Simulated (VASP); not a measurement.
# NaF (Villiaumite) (Fm-3m) in VASP: notebook

Runs on NaF (Villiaumite). Level: r2SCAN. Tasks: single point.

Program: VASP 6.6.1. These are calculated values, not measurements. Logs are shortened: lines on timing, memory, paths and dates and some standing lists are left out, and cuts for length are marked.

## Step 1: The structure

It takes space group Fm-3m (No. 225, cubic). Conventional cell: a = 4.640 Å, b = 4.640 Å, c = 4.640 Å, α = 90.00°, β = 90.00°, γ = 90.00°. Na (site symmetry m-3m) has 6 F at 2.32 Å as nearest neighbours. F (site symmetry m-3m) has 6 Na at 2.32 Å as nearest neighbours.

## Step 2: Single point, r2SCAN

The input, INCAR:

```
PREC     = Accurate       # precision mode
ENCUT    = 550            # plane-wave cutoff, eV
EDIFF    = 1E-6           # SCF threshold, eV
ISMEAR   = 0              # smearing method
SIGMA    = 0.05           # smearing width, eV
LREAL    = F              # projectors in reciprocal space
LASPH    = T              # aspherical terms in the spheres
NELM     = 100            # most SCF steps
ALGO     = Normal         # electronic algorithm
ISIF     = 2              # what is computed and relaxed
LWAVE    = F              # write WAVECAR
LCHARG   = F              # write CHGCAR
METAGGA  = R2SCAN         # meta-GGA
LMIXTAU  = T            
ADDGRID  = F
```

The input, KPOINTS:

```
Automatic mesh
0
Gamma
  3 3 3
```

The input, POSCAR:

```
NaF
1.0
    0.0000000000      2.3200000000      2.3200000000
    2.3200000000      0.0000000000      2.3200000000
    2.3200000000      2.3200000000      0.0000000000
Na F
1 1
Direct
    0.0000000000      0.0000000000      0.0000000000
    0.5000000000      0.5000000000      0.5000000000
```

Potentials or basis: VASP PAW PBE potentials, release 64 (Na_pv, F).

Started as:

```
$ cat potpaw_PBE.64/Na_pv/POTCAR potpaw_PBE.64/F/POTCAR > POTCAR
$ mpirun -np 1 vasp_std > vasp.out
```

OUTCAR:

```text
PREC = Accurate
   ENCUT = 550
   EDIFF = 1E-6
   ISMEAR = 0
   LREAL = F
   LASPH = T
   NELM = 100
   ISIF = 2
   METAGGA = R2SCAN

 Found      4 irreducible k-points:

 Following reciprocal coordinates:
            Coordinates               Weight
  0.000000  0.000000  0.000000      1.000000
  0.333333  0.000000  0.000000      8.000000
  0.333333  0.333333  0.000000      6.000000
 -0.333333  0.333333  0.000000     12.000000
   k-points           NKPTS =      4   k-points in BZ     NKDIM =      4   number of bands    NBANDS=     11
   number of dos      NEDOS =    301   number of ions     NIONS =      2
   total plane-waves  NPLWV =  21952
   dimension x,y,z NGX =    28 NGY =   28 NGZ =   28
   dimension x,y,z NGXF=    56 NGYF=   56 NGZF=   56
   ions per type =               1   1
   NGX,Y,Z   is equivalent  to a cutoff of  14.19, 14.19, 14.19 a.u.
   NGXF,Y,Z  is equivalent  to a cutoff of  28.38, 28.38, 28.38 a.u.
 SYSTEM =  unknown system
   PREC   = accura    normal or accurate (medium, high low for compatibility)
   ISTART =      0    job   : 0-new  1-cont  2-samecut
   ICHARG =      2    charge: 1-file 2-atom 10-const
   ISPIN  =      1    spin polarized calculation?
   LNONCOLLINEAR =      F non collinear calculations
   LSORBIT =      F    spin-orbit coupling
   LASPH  =      T    aspherical Exc in radial PAW
   ENCUT  =  550.0 eV  40.42 Ry    6.36 a.u.   6.27  6.27  6.27*2*pi/ulx,y,z
   NELM   =    100;   NELMIN=  2; NELMDL= -5     # of ELM steps
   EDIFF  = 0.1E-05   stopping-criterion for ELM
   LREAL  =      F    real-space projection
   EDIFFG = 0.1E-04   stopping-criterion for IOM
   NSW    =      0    number of steps for IOM
   IBRION =     -1    ionic relax: 0-MD 1-quasi-New 2-CG
   NFREE  =      0    steps in history (QN), initial steepest desc. (CG)
   ISIF   =      2    stress and relaxation
   ISYM   =      2    0-nonsym 1-usesym 2-fastsym
   POTIM  = 0.5000    time-step for ionic-motion
   TEBEG  =    0.0;   TEEND  =   0.0 temperature during run
   PSTRESS=    0.0 pullay stress
   NELECT =      14.0000    total number of electrons
   NUPDOWN=      -1.0000    fix difference up-down
   EMIN   =  10.00;   EMAX   =-10.00  energy-range for DOS
   EFERMI =   0.00;   METHOD = LEGACY
   ISMEAR =     0;   SIGMA  =   0.05  broadening in eV -4-tet -1-fermi 0-gaus
   EFERMI_NEDOS =   21; number of points for ismear=-14 and -15
   IALGO  =     38    algorithm
   IMIX   =      4    mixing-type and parameters
     AMIX     =   0.40;   BMIX     =  1.00
     AMIX_MAG =   1.60;   BMIX_MAG =  1.00
  volume/ion in A,a.u.               =      12.49        84.27
  Fermi-wavevector in a.u.,A,eV,Ry     =   1.349852  2.550851 24.791186  1.822101
  Thomas-Fermi vector in A             =   2.477405
   LORBIT       =      0    0 simple, 1 ext, 2 COOP (PROOUT), +10 PAW based schemes
   METAGGA = R2SCAN    functional components
   LHFCALC =     F    Hartree Fock is set to
   AEXX    =    0.0000 exact exchange contribution
   IVDW    =     0    specifies the selected vdW correction
   LEPSILON=     F    determine dielectric tensor
   LRPA    =     F    only Hartree local field effects (RPA)
 non-spin polarized calculation
 Gauss-broadening in eV      SIGMA  =   0.05
  energy-cutoff  :      550.00
  volume of cell :       24.97
 maximum number of plane-waves:       751
 NGX is ok and might be reduce to    28
   NGX = 13   NGY = 13   NGZ = 13

 number of electron      14.0000006 magnetization

 Free energy of the ion-electron system (eV)
  ---------------------------------------------------
  ext. energy  EPLUGINS =         0.00000000
  ---------------------------------------------------
  free energy    TOTEN  =       -12.59339861 eV

  energy without entropy =      -12.59339861  energy(sigma->0) =      -12.59339861

 E-fermi :  -2.4828     XC(G=0):  -9.7520

 val. band max:       -2.7326096989   @ k =   0.0000   0.0000   0.0000
 cond. band min:       4.4095631592   @ k =   0.0000   0.0000   0.0000
 fundamental gap:      7.1421728581
 Fermi energy:        -2.4828063877

 k-point     1 :       0.0000    0.0000    0.0000
  band No.  band energies     occupation
      1     -23.0233      2.00000
      2     -22.2555      2.00000
      3     -22.2552      2.00000
      4     -22.2552      2.00000
      5      -2.7326      2.00000
      6      -2.7326      2.00000
      7      -2.7326      2.00000
      8       4.4096      0.00000
      9      17.0148      0.00000
     10      17.0148      0.00000
     11      17.0148      0.00000

 k-point     2 :       0.3333    0.0000    0.0000
  band No.  band energies     occupation
      1     -23.3406      2.00000
      2     -22.2636      2.00000
      3     -22.2633      2.00000
      4     -21.8396      2.00000
      5      -3.9505      2.00000
      6      -2.9306      2.00000
      7      -2.9306      2.00000
      8       7.3247      0.00000
      9      12.0674      0.00000
     10      18.3361      0.00000
     11      18.3368      0.00000

 k-point     3 :       0.3333    0.3333    0.0000
  band No.  band energies     occupation
      1     -23.0701      2.00000
      2     -22.2922      2.00000
      3     -22.2920      2.00000
      4     -22.1045      2.00000
      5      -3.8485      2.00000
      6      -3.0416      2.00000
      7      -3.0416      2.00000
      8       8.3070      0.00000
      9      11.9316      0.00000
     10      15.5210      0.00000
     11      18.0305      0.00000

 k-point     4 :      -0.3333    0.3333    0.0000
  band No.  band energies     occupation
      1     -23.1647      2.00000
      2     -22.3464      2.00000
      3     -22.2822      2.00000
      4     -21.9392      2.00000
      5      -3.7346      2.00000
      6      -3.6275      2.00000
      7      -3.0754      2.00000
      8      10.2637      0.00000
      9      11.4187      0.00000
     10      13.9401      0.00000
     11      18.0929      0.00000

------------------------ aborting loop because EDIFF is reached ----------------------------------------

  FORCE on cell =-STRESS in cart. coord.  units (eV):
  Direction    XX          YY          ZZ          XY          YZ          ZX
  --------------------------------------------------------------------------------------
  -------------------------------------------------------------------------------------
  Total       -0.3273814     -0.3273814     -0.3273814      0.0000000     -0.0000000      0.0000000
  in kB      -21.0024824    -21.0024824    -21.0024824      0.0000000     -0.0000000      0.0000000
  external PRESSURE =     -21.0024824 kB  Pullay stress =       0.0000000 kB

 VOLUME and BASIS-vectors are now :
 -----------------------------------------------------------------------------
  energy-cutoff  :      550.00
  volume of cell :       24.97
      direct lattice vectors                 reciprocal lattice vectors
     0.000000000  2.320000000  2.320000000    -0.215517241  0.215517241  0.215517241
     2.320000000  0.000000000  2.320000000     0.215517241 -0.215517241  0.215517241
     2.320000000  2.320000000  0.000000000     0.215517241  0.215517241 -0.215517241

 POSITION                                       TOTAL-FORCE (eV/Angst)
 -----------------------------------------------------------------------------------
      0.00000      0.00000      0.00000         0.000000      0.000000      0.000000
      2.32000      2.32000      2.32000         0.000000      0.000000     -0.000000
 -----------------------------------------------------------------------------------
    total drift:                                0.000000      0.000000      0.000000

  FREE ENERGIE OF THE ION-ELECTRON SYSTEM (eV)
  ---------------------------------------------------
  free  energy   TOTEN  =       -12.5933986097 eV

  energy  without entropy=      -12.5933986097  energy(sigma->0) =      -12.59339861
```

OSZICAR:

```text
N       E                     dE             d eps       ncg     rms          rms(c)
DAV:   1     0.123819268183E+03    0.12382E+03   -0.89059E+03    91   0.162E+03
DAV:   2    -0.888863949115E+01   -0.13271E+03   -0.12321E+03    88   0.429E+02
DAV:   3    -0.160547671149E+02   -0.71661E+01   -0.71457E+01   103   0.103E+02
DAV:   4    -0.161138971963E+02   -0.59130E-01   -0.59124E-01    91   0.961E+00
DAV:   5    -0.161145993541E+02   -0.70216E-03   -0.70211E-03   106   0.109E+00    0.481E+00
DAV:   6    -0.127000142757E+02    0.34146E+01   -0.16259E+00   102   0.177E+01    0.157E+00
DAV:   7    -0.125792550654E+02    0.12076E+00   -0.10071E+00    88   0.137E+01    0.166E+00
DAV:   8    -0.130269772843E+02   -0.44772E+00   -0.39336E-01    88   0.962E+00    0.628E-01
DAV:   9    -0.122787474791E+02    0.74823E+00   -0.20986E-01    88   0.507E+00    0.969E-01
DAV:  10    -0.126311495144E+02   -0.35240E+00   -0.31093E-01    88   0.651E+00    0.309E-01
DAV:  11    -0.126247076828E+02    0.64418E-02   -0.67354E-03    97   0.947E-01    0.337E-01
DAV:  12    -0.125896669915E+02    0.35041E-01   -0.86826E-03    88   0.167E+00    0.113E-01
DAV:  13    -0.125916820666E+02   -0.20151E-02   -0.12846E-03    94   0.486E-01    0.342E-02
DAV:  14    -0.125933323314E+02   -0.16503E-02   -0.38602E-04    88   0.313E-01    0.437E-02
DAV:  15    -0.125932192748E+02    0.11306E-03   -0.46076E-04    88   0.280E-01    0.114E-02
DAV:  16    -0.125933987937E+02   -0.17952E-03   -0.11900E-04    88   0.162E-01    0.122E-02
DAV:  17    -0.125933986097E+02    0.18396E-06   -0.84020E-06   106   0.389E-02
   1 F= -.12593399E+02 E0= -.12593399E+02  d E =-.452439E-13
```

It took 12 s on 1 thread of Intel Xeon Platinum 8488C (Sapphire Rapids), shared host; peak memory 0.15 GiB.

These settings aren't checked as converged: the numbers below hold their error.

Results:

- Free energy: -12.5934 eV
- Pressure: -2.1 GPa
- Band gap on the k mesh: 7.14 eV, direct

Caveat: the k mesh is coarse (spacing up to 0.78 Å⁻¹), so the values aren't converged; the PAW data sets were made with another functional, which shifts forces and pressure a little.

## Step 3: Single point, r2SCAN

INCAR is that of step 2.

KPOINTS is that of step 2.

The input, POSCAR:

```
NaF
1.0
    0.0000000000      2.3200000000      2.3200000000
    2.3200000000      0.0000000000      2.3200000000
    2.3200000000      2.3200000000      0.0000000000
Na F
1 1
Direct
    0.0258840000     -0.0367460000      0.0017760000
    0.4822430000      0.5377660000      0.4799550000
```

Potentials or basis: VASP PAW PBE potentials, release 64 (Na_pv, F).

Started as:

```
$ cat potpaw_PBE.64/Na_pv/POTCAR potpaw_PBE.64/F/POTCAR > POTCAR
$ mpirun -np 1 vasp_std > vasp.out
```

OUTCAR:

```text
PREC = Accurate
   ENCUT = 550
   EDIFF = 1E-6
   ISMEAR = 0
   LREAL = F
   LASPH = T
   NELM = 100
   ISIF = 2
   METAGGA = R2SCAN

 Found     14 irreducible k-points:

 Following reciprocal coordinates:
            Coordinates               Weight
  0.000000  0.000000  0.000000      1.000000
  0.333333  0.000000  0.000000      2.000000
  0.000000  0.333333  0.000000      2.000000
  0.000000  0.000000  0.333333      2.000000
  0.333333  0.333333  0.333333      2.000000
  0.333333  0.333333  0.000000      2.000000
   k-points           NKPTS =     14   k-points in BZ     NKDIM =     14   number of bands    NBANDS=     11
   number of dos      NEDOS =    301   number of ions     NIONS =      2
   total plane-waves  NPLWV =  21952
   dimension x,y,z NGX =    28 NGY =   28 NGZ =   28
   dimension x,y,z NGXF=    56 NGYF=   56 NGZF=   56
   ions per type =               1   1
   NGX,Y,Z   is equivalent  to a cutoff of  14.19, 14.19, 14.19 a.u.
   NGXF,Y,Z  is equivalent  to a cutoff of  28.38, 28.38, 28.38 a.u.
 SYSTEM =  unknown system
   PREC   = accura    normal or accurate (medium, high low for compatibility)
   ISTART =      0    job   : 0-new  1-cont  2-samecut
   ICHARG =      2    charge: 1-file 2-atom 10-const
   ISPIN  =      1    spin polarized calculation?
   LNONCOLLINEAR =      F non collinear calculations
   LSORBIT =      F    spin-orbit coupling
   LASPH  =      T    aspherical Exc in radial PAW
   ENCUT  =  550.0 eV  40.42 Ry    6.36 a.u.   6.27  6.27  6.27*2*pi/ulx,y,z
   NELM   =    100;   NELMIN=  2; NELMDL= -5     # of ELM steps
   EDIFF  = 0.1E-05   stopping-criterion for ELM
   LREAL  =      F    real-space projection
   EDIFFG = 0.1E-04   stopping-criterion for IOM
   NSW    =      0    number of steps for IOM
   IBRION =     -1    ionic relax: 0-MD 1-quasi-New 2-CG
   NFREE  =      0    steps in history (QN), initial steepest desc. (CG)
   ISIF   =      2    stress and relaxation
   ISYM   =      2    0-nonsym 1-usesym 2-fastsym
   POTIM  = 0.5000    time-step for ionic-motion
   TEBEG  =    0.0;   TEEND  =   0.0 temperature during run
   PSTRESS=    0.0 pullay stress
   NELECT =      14.0000    total number of electrons
   NUPDOWN=      -1.0000    fix difference up-down
   EMIN   =  10.00;   EMAX   =-10.00  energy-range for DOS
   EFERMI =   0.00;   METHOD = LEGACY
   ISMEAR =     0;   SIGMA  =   0.05  broadening in eV -4-tet -1-fermi 0-gaus
[... 16 lines left out ...]
 Gauss-broadening in eV      SIGMA  =   0.05
  energy-cutoff  :      550.00
  volume of cell :       24.97
 maximum number of plane-waves:       751
 NGX is ok and might be reduce to    28
   NGX = 13   NGY = 13   NGZ = 13

 number of electron      14.0000000 magnetization

 Free energy of the ion-electron system (eV)
  ---------------------------------------------------
  ext. energy  EPLUGINS =         0.00000000
  ---------------------------------------------------
  free energy    TOTEN  =       -12.54340282 eV

  energy without entropy =      -12.54340282  energy(sigma->0) =      -12.54340282

 E-fermi :  -2.4800     XC(G=0):  -9.7385

 val. band max:       -2.7408022615   @ k =   0.0000   0.0000   0.0000
 cond. band min:       4.3912035601   @ k =   0.0000   0.0000   0.0000
 fundamental gap:      7.1320058216
 Fermi energy:        -2.4800399596

 k-point     1 :       0.0000    0.0000    0.0000
  band No.  band energies     occupation
      1     -23.0742      2.00000
      2     -22.2231      2.00000
      3     -22.2221      2.00000
      4     -22.1834      2.00000
      5      -2.7559      2.00000
      6      -2.7524      2.00000
      7      -2.7408      2.00000
      8       4.3912      0.00000
      9      17.0305      0.00000
     10      17.0993      0.00000
     11      17.2224      0.00000
[... 57 lines left out ...]
 k-point     6 :       0.3333    0.3333    0.0000
  band No.  band energies     occupation
      1     -23.1246      2.00000
      2     -22.2788      2.00000
      3     -22.2598      2.00000
      4     -22.0116      2.00000
      5      -3.8479      2.00000
      6      -3.0570      2.00000
      7      -3.0483      2.00000
      8       8.2800      0.00000
      9      12.0315      0.00000
     10      15.2166      0.00000
     11      17.9468      0.00000

 [... further k-points ...]

------------------------ aborting loop because EDIFF is reached ----------------------------------------

  FORCE on cell =-STRESS in cart. coord.  units (eV):
  Direction    XX          YY          ZZ          XY          YZ          ZX
  --------------------------------------------------------------------------------------
  -------------------------------------------------------------------------------------
  Total       -0.1122667      0.0424962     -0.2974947      0.0779805      0.0358920     -0.0337799
  in kB       -7.2022432      2.7262553    -19.0851619      5.0026821      2.3025759     -2.1670808
  external PRESSURE =      -7.8537166 kB  Pullay stress =       0.0000000 kB

 VOLUME and BASIS-vectors are now :
 -----------------------------------------------------------------------------
  energy-cutoff  :      550.00
  volume of cell :       24.97
      direct lattice vectors                 reciprocal lattice vectors
     0.000000000  2.320000000  2.320000000    -0.215517241  0.215517241  0.215517241
     2.320000000  0.000000000  2.320000000     0.215517241 -0.215517241  0.215517241
     2.320000000  2.320000000  0.000000000     0.215517241  0.215517241 -0.215517241

 POSITION                                       TOTAL-FORCE (eV/Angst)
 -----------------------------------------------------------------------------------
      2.23887      0.06417      2.29480         0.286658     -0.379735      0.150067
      2.36111      2.23230      2.36642        -0.286658      0.379735     -0.150067
 -----------------------------------------------------------------------------------
    total drift:                                0.009870      0.008249     -0.000168

  FREE ENERGIE OF THE ION-ELECTRON SYSTEM (eV)
  ---------------------------------------------------
  free  energy   TOTEN  =       -12.5434028235 eV

  energy  without entropy=      -12.5434028235  energy(sigma->0) =      -12.54340282
```

OSZICAR:

```text
N       E                     dE             d eps       ncg     rms          rms(c)
DAV:   1     0.108174779498E+03    0.10817E+03   -0.82326E+03   308   0.175E+03
DAV:   2    -0.919111744808E+01   -0.11737E+03   -0.10825E+03   333   0.376E+02
DAV:   3    -0.160224789917E+02   -0.68314E+01   -0.68057E+01   350   0.953E+01
DAV:   4    -0.160893995685E+02   -0.66921E-01   -0.66904E-01   347   0.992E+00
DAV:   5    -0.160901985776E+02   -0.79901E-03   -0.79898E-03   344   0.112E+00    0.487E+00
DAV:   6    -0.126494996793E+02    0.34407E+01   -0.16306E+00   370   0.182E+01    0.159E+00
DAV:   7    -0.125419946505E+02    0.10751E+00   -0.10203E+00   308   0.139E+01    0.167E+00
DAV:   8    -0.130012617001E+02   -0.45927E+00   -0.40710E-01   308   0.990E+00    0.614E-01
DAV:   9    -0.122326591697E+02    0.76860E+00   -0.20003E-01   308   0.508E+00    0.951E-01
DAV:  10    -0.125805657232E+02   -0.34791E+00   -0.30461E-01   308   0.649E+00    0.310E-01
DAV:  11    -0.125695685615E+02    0.10997E-01   -0.68268E-03   386   0.968E-01    0.330E-01
DAV:  12    -0.125395816936E+02    0.29987E-01   -0.82449E-03   308   0.161E+00    0.111E-01
DAV:  13    -0.125421205286E+02   -0.25388E-02   -0.13093E-03   329   0.502E-01    0.379E-02
DAV:  14    -0.125433193227E+02   -0.11988E-02   -0.24550E-04   314   0.241E-01    0.450E-02
DAV:  15    -0.125432366374E+02    0.82685E-04   -0.49685E-04   308   0.295E-01    0.123E-02
DAV:  16    -0.125434036647E+02   -0.16703E-03   -0.13062E-04   314   0.166E-01    0.101E-02
DAV:  17    -0.125434028235E+02    0.84124E-06   -0.27117E-06   392   0.245E-02
   1 F= -.12543403E+02 E0= -.12543403E+02  d E =-.180687E-14
```

stdout:

```text
POSCAR found type information on POSCAR NaF
 POSCAR found :  2 types and       2 ions
 scaLAPACK will be used
 -----------------------------------------------------------------------------
|                                                                             |
|                                                                             |
|     You enforced a specific xc type in the INCAR file but a different       |
|     I HOPE YOU KNOW WHAT YOU ARE DOING!                                     |
|                                                                             |
 -----------------------------------------------------------------------------

 LDA part: xc-table for (None), standard interpolation
 POSCAR, INCAR and KPOINTS ok, starting setup
 FFT: planning ... GRIDC
 FFT: planning ... GRID_SOFT
 FFT: planning ... GRID
 WAVECAR not read
 entering main loop
```

Wall time 23 s (1 thread of Intel Xeon Platinum 8488C (Sapphire Rapids), shared host); peak memory 0.15 GiB.

These settings aren't checked as converged: the numbers below hold their error.

Results:

- Free energy: -12.5434 eV
- Pressure: -0.8 GPa
- Largest force: 0.499 eV/Å
- Band gap on the k mesh: 7.13 eV, direct

Caveat: the k mesh is coarse (spacing up to 0.78 Å⁻¹), so the values aren't converged; the PAW data sets were made with another functional, which shifts forces and pressure a little.

## Step 4: For comparison

An earlier run on the cell as given: functional PBEsol; potentials or basis VASP PAW PBE potentials, release 64 (Na_pv, F); cutoff 520 eV; k mesh 10 × 10 × 10; occupations fermi-dirac, width 0.05 eV; no spin polarisation.

* Pressure: -0.3 GPa
* Band gap on the k mesh: 6.14 eV, direct
